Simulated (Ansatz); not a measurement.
Runs of Ansatz 0.2.0 on CuO. Symmetry: F-43m, No. 216, cubic system. Conventional cell: a = 4.655 Å, b = 4.655 Å, c = 4.655 Å, α = 90.00°, β = 90.00°, γ = 90.00°. Cu (site symmetry -43m) has 4 O at 2.02 Å as nearest neighbours. O (site symmetry -43m) has 4 Cu at 2.02 Å as nearest neighbours. Measurements of this composition are mostly on another form, of space group No. 15.

```tsv
level	spin	U	cutoff (eV)	gap on the mesh (eV)	pressure (GPa)	moment (μB)
PBEsol+U	collinear, ferromagnetic start	Cu d U = 2 eV	420	none	(a)	0.72
r2SCAN+U	collinear, ferromagnetic start	Cu d U = 6 eV	500	none	-9.8	1.00
r2SCAN+U	collinear, random start	Cu d U = 6 eV	500	none	-9.8	1.00
r2SCAN+U	collinear, program default start	Cu d U = 8 eV	500	none	-8.0	1.00
r2SCAN+U	collinear, random start	Cu d U = 8 eV	500	none	-8.0	1.00
```

Alike in all rows: task single point; potentials or basis Ansatz PAW; cell as given; k mesh 7 × 7 × 7; smearing gaussian 0.05 eV.

Question: Estimate the missing entries.

Answer: (a) -14.1.

Caveats: the magnetic or orbital state may not be the lowest; a cell with one magnetic atom can't hold antiferromagnetic order, which such compounds often take; the PAW data sets come from PBE, with cores solved anew for the run's functional, which leaves a small shift of forces and pressure.

A gap of «none» marks a metal or a gap under the smearing width.
